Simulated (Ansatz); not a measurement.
# AlN: the cost of one run

Program: Ansatz 0.2.0. Level of theory: DFT PBE, scalar-relativistic, plane waves, PAW. These are calculated values, not measurements.

## 1. The system as given

Symmetry: P6_3/mmc, No. 194, hexagonal system. Conventional cell: a = 3.312 Å, b = 3.312 Å, c = 4.188 Å, α = 90.00°, β = 90.00°, γ = 120.00°. Around Al (site symmetry -6m2) lie 5 N at 1.91 to 2.09 Å. N (site symmetry -6m2) has 5 Al at 1.91 to 2.09 Å as nearest neighbours.

Structure file:

```cif
data_structure
_symmetry_space_group_name_H-M 'P 1'
_symmetry_Int_Tables_number 1
_cell_length_a 3.3121
_cell_length_b 3.3121
_cell_length_c 4.1876
_cell_angle_alpha 90.000
_cell_angle_beta 90.000
_cell_angle_gamma 120.000
_cell_volume 39.78
loop_
_atom_site_label
_atom_site_type_symbol
_atom_site_fract_x
_atom_site_fract_y
_atom_site_fract_z
_atom_site_occupancy
Al1 Al 0.33333 0.66667 0.75000 1
Al2 Al 0.66667 0.33333 0.25000 1
N1 N 0.33333 0.66667 0.25000 1
N2 N 0.66667 0.33333 0.75000 1
```

The structure comes from the Materials Project (structure only).

## 2. Ground state at the listed geometry

input.yaml

```yaml
crystal:
  lattice:
    - [3.3121157418, 0.0, 0.0]
    - [-1.6560578709, 2.8683763727, 0.0]
    - [0.0, 0.0, 4.187563]
  atoms:
    - { symbol: Al, position: [0.33333333, 0.66666667, 0.75] }
    - { symbol: Al, position: [0.66666667, 0.33333333, 0.25] }
    - { symbol: "N", position: [0.33333333, 0.66666667, 0.25] }
    - { symbol: "N", position: [0.66666667, 0.33333333, 0.75] }
basis:
  ecutwfc: 500
  fft_grid_basis: typed
kpoints:
  mp_grid: { grid: [12, 12, 8] }
hamiltonian:
  xc: pbe
  pseudopotentials: { kind: paw }
scf:
  occupations: { method: gaussian, width: 0.05 }
output:
  forces: true
  stress: true
  eigenvalues: true
  bader: true
  write_density: true
  volumetric_format: npy
  elf: true
```

On the command line:

```bash
$ ansatz run input.yaml --threads 2 --pin off --max-ram 4096MiB --backend cpu --events-out ev --progress --plain --runs-dir out
```

Q: Estimate wall time and peak memory on 2 threads of Intel Xeon Platinum 8488C (Sapphire Rapids), shared host.

About 31 s, with a peak of 0.41 GiB.
